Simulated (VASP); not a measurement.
TaS2, 3 atoms in the cell. Symmetry: P-3m1, No. 164, trigonal system. Conventional cell: a = 3.350 Å, b = 3.350 Å, c = 5.860 Å, α = 90.00°, β = 90.00°, γ = 120.00°. Around Ta (site symmetry -3m) lie 6 S at 2.43 Å. S (site symmetry 3m) has 3 Ta at 2.43 Å as nearest neighbours. 

```yaml
Program: VASP 6.6.1
Task: relaxation of cell and atoms
Functional: BLYP
Dispersion: D4
Potentials_or_basis: VASP PAW PBE potentials, release 64 (Ta_pv, S)
Cutoff: 600 eV
k_mesh: 9 × 9 × 5
Occupations: fermi-dirac, width 0.05 eV
Spin: no spin polarisation
Further_INCAR_settings: ALGO = Normal; EDIFF = 1e-06; IBRION = 2; EDIFFG = -0.01; NSW = 60; ISIF = 3
```

Potentials or basis: VASP PAW PBE potentials, release 64 (Ta_pv, S).

The run is started by

```bash
$ cat potpaw_PBE.64/Ta_pv/POTCAR potpaw_PBE.64/S/POTCAR > POTCAR
$ mpirun -np 1 vasp_std > vasp.out
```

Hardware: 1 thread of Intel(R) Xeon(R) 6975P-C (Granite Rapids), with other jobs on the host.

Task: Estimate the wall time of this run.

Result: It took 4.7 min on 1 thread of Intel(R) Xeon(R) 6975P-C (Granite Rapids), with other jobs on the host, peak memory 0.23 GiB. Counts: scf iterations 96, k points 50, ion steps 13.
